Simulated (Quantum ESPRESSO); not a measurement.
Runs of Quantum ESPRESSO 7.5 on Mo. It takes space group Im-3m (No. 229, cubic). Conventional cell: a = 3.168 Å, b = 3.168 Å, c = 3.168 Å, α = 90.00°, β = 90.00°, γ = 90.00°. Mo (site symmetry m-3m) has 8 Mo at 2.74 Å as nearest neighbours. 

```tsv
task	level	potentials or basis	U	cell	k mesh	cutoff (eV)	smearing	mixing beta	iterations	q mesh	form of the LDA correlation	k mesh for the Wannier functions	mesh quality	gap on the mesh (eV)	pressure (GPa)
phonons	PBE	GBRV 1.5 PBE	-	relaxed	12 × 12 × 12	612	cold 0.2 eV	0.5	-	-	-	-	not flagged	none	0.0
energy-loss spectrum	PBEsol	PseudoDojo 0.4 SR PBE stringent	-	as given	6 × 6 × 6	1088	gaussian 0.136 eV	0.5	400	-	-	-	coarse	none	-9.1
single point	PBE	SSSP 1.3 efficiency PBE	-	as given	12 × 12 × 12	816	fermi-dirac 0.05 eV	0.5	-	-	-	-	not flagged	none	(a)
band structure	PBEsol	PseudoDojo 0.4.1 SR PBEsol standard	-	as given	12 × 12 × 12	1088	fermi-dirac 0.05 eV	0.5	-	-	-	-	not flagged	none	-9.3
phonons and electron-phonon coupling	PBE	GBRV 1.5 PBE	-	relaxed	12 × 12 × 12	612	methfessel-paxton 0.272 eV	0.5	-	4 × 4 × 4	-	-	not flagged	none	0.0
phonon dispersion	PBEsol	GBRV 1.5 PBEsol	-	relaxed	10 × 10 × 10	612	cold 0.2 eV	0.5	-	2 × 2 × 2	-	-	not flagged	none	0.0
phonons	LDA	JTH 2.0 LDA	-	relaxed	12 × 12 × 12	490	cold 0.272 eV	0.5	-	-	PW92	-	not flagged	none	0.0
phonon dispersion	LDA	JTH 2.0 LDA	-	relaxed	12 × 12 × 12	490	cold 0.2 eV	0.5	-	4 × 4 × 4	PW92	-	not flagged	none	0.0
Wannier functions	LDA	JTH 2.0 LDA	-	as given	9 × 9 × 9	490	fermi-dirac 0.05 eV	0.5	-	-	PW92	7 × 7 × 7	coarse	none	-14.1
Hubbard U by linear response	LDA+U	JTH 2.0 LDA	Mo d U = 0.0001 eV	as given	10 × 10 × 10	490	methfessel-paxton 0.2 eV	0.3	-	2 × 2 × 2	PW92	-	not flagged	none	-14.1
phonons	PBE	GBRV 1.5 PBE	-	relaxed	12 × 12 × 12	612	methfessel-paxton 0.2 eV	0.5	-	-	-	-	not flagged	none	0.0
```

Alike in all rows: no spin polarisation.

Problem. Fill in the values left out.

Solution. (a) -2.0.

Caveats: some runs use coarse meshes; the cutoff is low for these files, which shifts pressure and relaxed volume (some runs); the potentials were made for another functional, which shifts forces and pressure (some runs); the Lanczos chain is short for so many electrons, so humps in the spectrum may be artefacts (some runs); λ from interpolated matrix elements is rough: modes that symmetry makes equal can differ by tens of percent (some runs); the mesh is thin for the phonons of a metal (some runs); some modes are imaginary (some runs); the Wannier minimisation didn't converge (some runs).

A k mesh can miss the band edges, and the runs leave out spin-orbit coupling on Mo.

A gap of «none» marks a metal or a gap under the smearing width.

Not every run made on this cell is shown here.
